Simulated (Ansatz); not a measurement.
# Si: the cost of one run

Computed with Ansatz 0.2.0 (DFT PBE, scalar-relativistic, plane waves, PAW, unless a step's input says otherwise).

## Step 1: The starting structure

The structure is hexagonal, space group P6_3/mmc (No. 194). Conventional cell: a = 3.851 Å, b = 3.851 Å, c = 6.365 Å, α = 90.00°, β = 90.00°, γ = 120.00°. Around Si (site symmetry 3m) lie 4 Si at 2.36 to 2.38 Å.

Coordinates:

```xyz
4
Lattice="3.8511 0.0000 0.0000 -1.9255 3.3351 0.0000 0.0000 0.0000 6.3647" Properties=species:S:1:pos:R:3 pbc="T T T"
Si    0.0000    2.2234    0.4005
Si    1.9255    1.1117    3.5829
Si    0.0000    2.2234    2.7818
Si    1.9255    1.1117    5.9641
```

It goes back to an entry of the Materials Project, which need not be the stable form.

This cell was relaxed beforehand with the same method: volume 20.44 Å³/atom, gap on the mesh 0.45 eV.

## Step 2: Plan of the line

The energy is mapped over two homogeneous strains (x along [1 0 0], y along [1 2 0], z along [0 0 1] of the conventional cell).

- engineering shear strain xy: 9 values from −8 to 8 %
- strain +e along x and -e along y: 9 values from −7.00 to 7.00 %

Nothing else is relaxed (fractional coordinates fixed). Energies count from the relaxed crystal. Points are written as (first, second).

## Step 3: Grid point (−6 %, −7.00 %)

The input, input.yaml:

```yaml
crystal:
  lattice:
    - [3.5815064503, -0.1155324661, 0.0]
    - [-1.8908072758, 3.6263607058, 0.0]
    - [0.0, 0.0, 6.3646810974]
  atoms:
    - { symbol: Si, position: [0.3333333333, 0.6666666667, 0.0629320729] }
    - { symbol: Si, position: [0.6666666667, 0.3333333333, 0.5629320729] }
    - { symbol: Si, position: [0.3333333333, 0.6666666667, 0.4370679271] }
    - { symbol: Si, position: [0.6666666667, 0.3333333333, 0.9370679271] }
basis:
  ecutwfc: 420
kpoints:
  mp_grid: { grid: [12, 12, 6] }
hamiltonian:
  xc: pbe
  pseudopotentials: { kind: paw, azcp: { folder: soft_1 } }
scf:
  occupations: { method: gaussian, width: 0.05 }
output:
  forces: true
  stress: true
  eigenvalues: true
```

Launch:

```sh
$ ansatz run input.yaml --threads 2 --pin off --max-ram 4096MiB --backend cpu --events-out ev --progress --plain --runs-dir out
```

What time and memory should one allow on 2 threads of Arm Neoverse N1, shared host?

About 14 s, with a peak of 0.5 GiB.
